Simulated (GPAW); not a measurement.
# PbSe (Clausthalite) (Fm-3m) in GPAW: a series of runs, part 2 of 2

GPAW 26.7.0.

### 3 Electron localisation function, LDA

run.py

```python
from ase.dft.bandgap import bandgap
from ase.io import read, write
from ase.units import Bohr, GPa
from gpaw import GPAW, PW, setup_paths
from gpaw.elf import elf_from_dft_calculation

setup_paths.insert(0, '.')

atoms = read('PbSe.xyz')

calc = GPAW(mode=PW(510),
            xc='LDA',
            kpts={'size': (5, 5, 5), 'gamma': True},
            occupations={'name': 'fermi-dirac', 'width': 0.01},
            nbands=19,
            convergence={'density': 1e-05, 'energy': 1e-05},
            maxiter=150,
            txt='gpaw.txt')
atoms.calc = calc
energy = atoms.get_potential_energy()
forces = atoms.get_forces()
stress = atoms.get_stress()
calc.write('gs.gpw')
write('result.traj', atoms)
print(f'Energy: {energy:.6f} eV')
print('Forces (eV/A):')
print(forces.round(4))
print('Stress (GPa):', (stress / GPa).round(3))
print('Fermi level:', round(calc.get_fermi_level(), 4), 'eV')
print(f'Gap: {bandgap(calc)[0]:.4f} eV, direct: {bandgap(calc, direct=True)[0]:.4f} eV')

# fields on the real-space grid
write('density.cube', atoms, data=calc.get_pseudo_density() * Bohr**3)
write('potential.cube', atoms, data=calc.get_electrostatic_potential())
write('elf.cube', atoms, data=elf_from_dft_calculation(calc).data)
```

PbSe.xyz

```xyz
2
Lattice="0.0000000000 3.0606500000 3.0606500000 3.0606500000 0.0000000000 3.0606500000 3.0606500000 3.0606500000 0.0000000000" Properties=species:S:1:pos:R:3 pbc="T T T"
Pb     0.0000000000      0.0000000000      0.0000000000
Se     3.0606500000      3.0606500000      3.0606500000
```

Potentials or basis: PAW data sets generated in the run's folder for this functional, pw.

Command:

```bash
$ gpaw-setup -f LDA Pb Se
$ OMP_NUM_THREADS=1 python run.py
```

Wall time 8.5 s (1 thread of Arm Neoverse V2, shared host); peak memory 0.14 GiB.

It converged, with:

```
Free energy : -9.7085 eV
Pressure    : -2.6 GPa
```

Levels at points of the mesh, in eV from the Fermi level:
```tsv
k point	band 7	band 8	band 9	band 10	band 11	band 12	band 13	band 14
(0.00, 0.00, 0.00)	-6.61	-2.10	-2.10	-2.10	4.35	4.35	4.35	6.28
```

Caveat: the k mesh is coarse; the cutoff is short for stress and forces, so pressures can be off by a GPa or more; this odd mesh misses L, where the gap lies, so gap, dielectric constants and Born charges aren't listed.

### 4 Single point, PBE

run.py

```python
import spglib
from ase import Atoms
from ase.dft.bandgap import bandgap
from ase.io import read, write
from ase.units import GPa
from gpaw import GPAW, PW

atoms = read('PbSe.cif')
cell, positions, numbers = spglib.find_primitive(
    (atoms.cell[:], atoms.get_scaled_positions(), atoms.numbers), symprec=1e-4)
atoms = Atoms(numbers, cell=cell, scaled_positions=positions, pbc=True)

calc = GPAW(mode=PW(500),
            xc='PBE',
            kpts={'size': (6, 6, 6), 'gamma': True},
            occupations={'name': 'fermi-dirac', 'width': 0.05},
            nbands=19,
            convergence={'density': 1e-05, 'energy': 1e-05},
            maxiter=80,
            txt='gpaw.txt')
atoms.calc = calc
energy = atoms.get_potential_energy()
forces = atoms.get_forces()
stress = atoms.get_stress()
calc.write('gs.gpw')
write('result.traj', atoms)
print(f'Energy: {energy:.6f} eV')
print('Forces (eV/A):')
print(forces.round(4))
print('Stress (GPa):', (stress / GPa).round(3))
print('Fermi level:', round(calc.get_fermi_level(), 4), 'eV')
print(f'Gap: {bandgap(calc)[0]:.4f} eV, direct: {bandgap(calc, direct=True)[0]:.4f} eV')
```

PbSe.cif

```cif
data_PbSe
_cell_length_a 6.12130000
_cell_length_b 6.12130000
_cell_length_c 6.12130000
_cell_angle_alpha 90.00000000
_cell_angle_beta 90.00000000
_cell_angle_gamma 90.00000000
_space_group_name_H-M_alt 'Fm-3m'
_space_group_name_Hall '-F 4 2 3'
_space_group_IT_number 225
loop_
_space_group_symop_operation_xyz
'x,y,z'
'-x,-y,-z'
'-y,x,z'
'y,-x,-z'
'-x,-y,z'
'x,y,-z'
'y,-x,z'
'-y,x,-z'
'x,-y,-z'
'-x,y,z'
'-y,-x,-z'
'y,x,z'
'-x,y,-z'
'x,-y,z'
'y,x,-z'
'-y,-x,z'
'z,x,y'
'-z,-x,-y'
'z,-y,x'
'-z,y,-x'
'z,-x,-y'
'-z,x,y'
'z,y,-x'
'-z,-y,x'
'-z,x,-y'
'z,-x,y'
'-z,-y,-x'
'z,y,x'
'-z,-x,y'
'z,x,-y'
'-z,y,x'
'z,-y,-x'
'y,z,x'
'-y,-z,-x'
'x,z,-y'
'-x,-z,y'
'-y,z,-x'
'y,-z,x'
'-x,z,y'
'x,-z,-y'
'-y,-z,x'
'y,z,-x'
'-x,-z,-y'
'x,z,y'
'y,-z,-x'
'-y,z,x'
'x,-z,y'
'-x,z,-y'
'x,y+1/2,z+1/2'
'-x,-y+1/2,-z+1/2'
'-y,x+1/2,z+1/2'
[... 62 lines left out ...]
'-z+1/2,-x,-y+1/2'
'z+1/2,-y,x+1/2'
'-z+1/2,y,-x+1/2'
'z+1/2,-x,-y+1/2'
'-z+1/2,x,y+1/2'
'z+1/2,y,-x+1/2'
'-z+1/2,-y,x+1/2'
'-z+1/2,x,-y+1/2'
'z+1/2,-x,y+1/2'
'-z+1/2,-y,-x+1/2'
'z+1/2,y,x+1/2'
'-z+1/2,-x,y+1/2'
'z+1/2,x,-y+1/2'
'-z+1/2,y,x+1/2'
'z+1/2,-y,-x+1/2'
'y+1/2,z,x+1/2'
'-y+1/2,-z,-x+1/2'
'x+1/2,z,-y+1/2'
'-x+1/2,-z,y+1/2'
'-y+1/2,z,-x+1/2'
'y+1/2,-z,x+1/2'
'-x+1/2,z,y+1/2'
'x+1/2,-z,-y+1/2'
'-y+1/2,-z,x+1/2'
'y+1/2,z,-x+1/2'
'-x+1/2,-z,-y+1/2'
'x+1/2,z,y+1/2'
'y+1/2,-z,-x+1/2'
'-y+1/2,z,x+1/2'
'x+1/2,-z,y+1/2'
'-x+1/2,z,-y+1/2'
'x+1/2,y+1/2,z'
'-x+1/2,-y+1/2,-z'
'-y+1/2,x+1/2,z'
'y+1/2,-x+1/2,-z'
'-x+1/2,-y+1/2,z'
'x+1/2,y+1/2,-z'
'y+1/2,-x+1/2,z'
'-y+1/2,x+1/2,-z'
'x+1/2,-y+1/2,-z'
'-x+1/2,y+1/2,z'
'-y+1/2,-x+1/2,-z'
'y+1/2,x+1/2,z'
'-x+1/2,y+1/2,-z'
'x+1/2,-y+1/2,z'
'y+1/2,x+1/2,-z'
'-y+1/2,-x+1/2,z'
'z+1/2,x+1/2,y'
'-z+1/2,-x+1/2,-y'
'z+1/2,-y+1/2,x'
'-z+1/2,y+1/2,-x'
'z+1/2,-x+1/2,-y'
'-z+1/2,x+1/2,y'
'z+1/2,y+1/2,-x'
'-z+1/2,-y+1/2,x'
'-z+1/2,x+1/2,-y'
'z+1/2,-x+1/2,y'
'-z+1/2,-y+1/2,-x'
'z+1/2,y+1/2,x'
'-z+1/2,-x+1/2,y'
'z+1/2,x+1/2,-y'
'-z+1/2,y+1/2,x'
'z+1/2,-y+1/2,-x'
'y+1/2,z+1/2,x'
'-y+1/2,-z+1/2,-x'
'x+1/2,z+1/2,-y'
'-x+1/2,-z+1/2,y'
'-y+1/2,z+1/2,-x'
'y+1/2,-z+1/2,x'
'-x+1/2,z+1/2,y'
'x+1/2,-z+1/2,-y'
'-y+1/2,-z+1/2,x'
'y+1/2,z+1/2,-x'
'-x+1/2,-z+1/2,-y'
'x+1/2,z+1/2,y'
'y+1/2,-z+1/2,-x'
'-y+1/2,z+1/2,x'
'x+1/2,-z+1/2,y'
'-x+1/2,z+1/2,-y'
loop_
_atom_site_label
_atom_site_type_symbol
_atom_site_symmetry_multiplicity
_atom_site_Wyckoff_symbol
_atom_site_fract_x
_atom_site_fract_y
_atom_site_fract_z
_atom_site_occupancy
Pb1 Pb 4 a 0.0000000000 0.0000000000 0.0000000000 1
Se1 Se 4 b 0.5000000000 0.0000000000 0.0000000000 1
```

Potentials or basis: GPAW PAW data sets (gpaw-data 1.2.1), pw.

Command:

```bash
$ OMP_NUM_THREADS=1 python run.py
```

Run time: 11 s. Hardware: 1 thread of Arm Neoverse V1, shared host; peak memory 0.15 GiB.

Results (log left out):

```yaml
Free_energy: -8.3969 eV
Pressure: 2.0 GPa
Band_gap_on_the_k_mesh: 0.24 eV, direct
```

Levels at points of the mesh, in eV from the valence-band top:
```csv
k point,band 7,band 8,band 9,band 10,band 11,band 12,band 13,band 14
"(0.00, 0.00, 0.00)",-6.27,-1.93,-1.93,-1.93,4.65,4.65,4.65,6.49
"(0.50, 0.50, 0.00)",-7.34,-5.03,-3.28,-3.28,3.66,5.55,5.55,5.99
"(0.50, 0.50, 0.50)",-8.78,-1.51,-1.51,0.00,0.24,1.64,1.64,8.52
```

Caveat: the cutoff is short for stress and forces, so pressures can be off by a GPa or more; spin-orbit coupling is left out, which as a rule narrows the gap of such compounds by several tenths of an eV.

### 5 Summary

| task | level | potentials or basis | k mesh | cutoff (eV) | smearing | maxiter | gap on the mesh (eV) | pressure (GPa) |
| --- | --- | --- | --- | --- | --- | --- | --- | --- |
| single point | LDA | the program's PAW data sets (release 1.2.1) made for this functional, pw | 6 × 6 × 6 | 450 | fermi-dirac 0.05 eV | 80 | 0.15 | -3.1 |
| electron localisation function | LDA | PAW data sets generated in the run's folder for this functional, pw | 5 × 5 × 5 | 510 | fermi-dirac 0.01 eV | 150 | - | -2.6 |
| single point | PBE | GPAW PAW data sets (gpaw-data 1.2.1), pw | 6 × 6 × 6 | 500 | fermi-dirac 0.05 eV | 80 | 0.24 | 2.0 |

Alike in all rows: no spin polarisation; cell as given.

Caveats: the cutoff is short for stress and forces, so pressures can be off by a GPa or more; spin-orbit coupling is left out, which as a rule narrows the gap of such compounds by several tenths of an eV (some runs).

Total energies depend on the potentials used, so only differences within one code and one set of settings carry meaning.

### 6 Comparison with measurements

Step 2. A measured gap of PbSe is 0.15 eV (direct; 4.2 K; a printed reference work, monograph); the calculated 0.15 eV misses it by 0.00 eV. 2 values of this kind are on record (0.15 to 0.28 eV); this one was drawn at random. Spin-orbit coupling on Pb, Se is left out. The value is that of LDA on a finite k mesh, which can miss the band edges, without temperature or zero-point motion. Semilocal functionals fall short of measured gaps as a rule.

Step 4. Measured gap of PbSe: 0.28 eV (direct; 300 K; a printed reference work, monograph). This calculation gives 0.24 eV (-0.04 eV). 2 values of this kind are on record (0.15 to 0.28 eV); this one was drawn at random. Spin-orbit coupling on Pb, Se is left out. The value is that of PBE on a finite k mesh, which can miss the band edges, without temperature or zero-point motion. Semilocal functionals fall short of measured gaps as a rule.
